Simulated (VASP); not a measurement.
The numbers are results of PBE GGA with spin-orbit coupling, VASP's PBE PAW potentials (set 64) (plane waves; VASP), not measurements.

Input for VASP

**POSCAR**
```
Li2O
1
    0.0000000000     2.3562000000     2.3562000000
    2.3562000000     0.0000000000     2.3562000000
    2.3562000000     2.3562000000     0.0000000000
Li O
2 1
Direct
  0.2500000000   0.2500000000   0.2500000000
  0.7500000000   0.7500000000   0.7500000000
  0.0000000000   0.0000000000   0.0000000000
```

**INCAR**
```
ALGO = Normal
EDIFF = 1E-6
ENCUT = 520
GGA = PE
GGA_COMPAT = .False.
ISIF = 2
ISMEAR = 0
LASPH = .True.
LCHARG = .False.
LREAL = .False.
LSORBIT = .True.
LWAVE = .False.
MAGMOM = 9*0
NELM = 100
PREC = Accurate
SIGMA = 0.05
SYSTEM = Li2O
```

### KPOINTS
```
Automatic mesh
0
Gamma
6 6 6
0 0 0
```

POTCAR, in this order: Li_sv O (PBE.64 set). Program: vasp_ncl.

Output of the run:

OSZICAR:
```
       N       E                     dE             d eps       ncg     rms          rms(c)
DAV:   1     0.716640452509E+02    0.71664E+02   -0.57605E+03   640   0.132E+03
DAV:   2    -0.705251469969E+01   -0.78717E+02   -0.75035E+02   772   0.325E+02
DAV:   3    -0.158286034061E+02   -0.87761E+01   -0.87140E+01  1164   0.732E+01
DAV:   4    -0.160974786241E+02   -0.26888E+00   -0.26758E+00   884   0.161E+01
DAV:   5    -0.161033469448E+02   -0.58683E-02   -0.58674E-02   932   0.180E+00    0.746E+00
DAV:   6    -0.143548156794E+02    0.17485E+01   -0.54310E+00   656   0.198E+01    0.288E+00
DAV:   7    -0.143340159288E+02    0.20800E-01   -0.36036E-01   792   0.488E+00    0.156E+00
DAV:   8    -0.143351458501E+02   -0.11299E-02   -0.95154E-02   688   0.366E+00    0.591E-01
DAV:   9    -0.143308429208E+02    0.43029E-02   -0.17198E-02   856   0.131E+00    0.127E-01
DAV:  10    -0.143314702907E+02   -0.62737E-03   -0.13966E-03   736   0.355E-01    0.592E-02
DAV:  11    -0.143314654289E+02    0.48618E-05   -0.77036E-05   828   0.102E-01    0.167E-02
DAV:  12    -0.143314674402E+02   -0.20113E-05   -0.60128E-06   940   0.198E-02    0.985E-03
DAV:  13    -0.143314678803E+02   -0.44014E-06   -0.26309E-06   732   0.156E-02
   1 F= -.14331468E+02 E0= -.14331468E+02  d E =-.477502E-19  mag=     0.0000    -0.0000     0.0000
```

OUTCAR:
```
------------------------ aborting loop because EDIFF is reached ----------------------------------------
  FORCE on cell =-STRESS in cart. coord.  units (eV):
  Direction    XX          YY          ZZ          XY          YZ          ZX
  --------------------------------------------------------------------------------------
  Total       -0.6638303     -0.6638303     -0.6638303      0.0000000      0.0000000      0.0000000
  in kB      -40.6538059    -40.6538059    -40.6538059      0.0000000      0.0000000      0.0000000
  external PRESSURE =     -40.6538059 kB  Pullay stress =       0.0000000 kB
  volume of cell :       26.16
      direct lattice vectors                 reciprocal lattice vectors
     0.000000000  2.356200000  2.356200000    -0.212206095  0.212206095  0.212206095
     2.356200000  0.000000000  2.356200000     0.212206095 -0.212206095  0.212206095
     2.356200000  2.356200000  0.000000000     0.212206095  0.212206095 -0.212206095
 POSITION                                       TOTAL-FORCE (eV/Angst)
 -----------------------------------------------------------------------------------
      1.17810      1.17810      1.17810        -0.000000     -0.000000     -0.000000
      3.53430      3.53430      3.53430         0.000000      0.000000      0.000000
      0.00000      0.00000      0.00000        -0.000000      0.000000     -0.000000
 -----------------------------------------------------------------------------------
    total drift:                                0.000000      0.000000      0.000000
  FREE ENERGIE OF THE ION-ELECTRON SYSTEM (eV)
  ---------------------------------------------------
  free  energy   TOTEN  =       -14.3314678803 eV

  energy  without entropy=      -14.3314678803  energy(sigma->0) =      -14.33146788

 Ion:    1  E_soc:     -0.0000002

 Ion:    2  E_soc:     -0.0000002

 Ion:    3  E_soc:     -0.0001671
```
(Selected blocks of OUTCAR.)

The compound is Li2O in the antifluorite structure. The cell was not relaxed at this level.
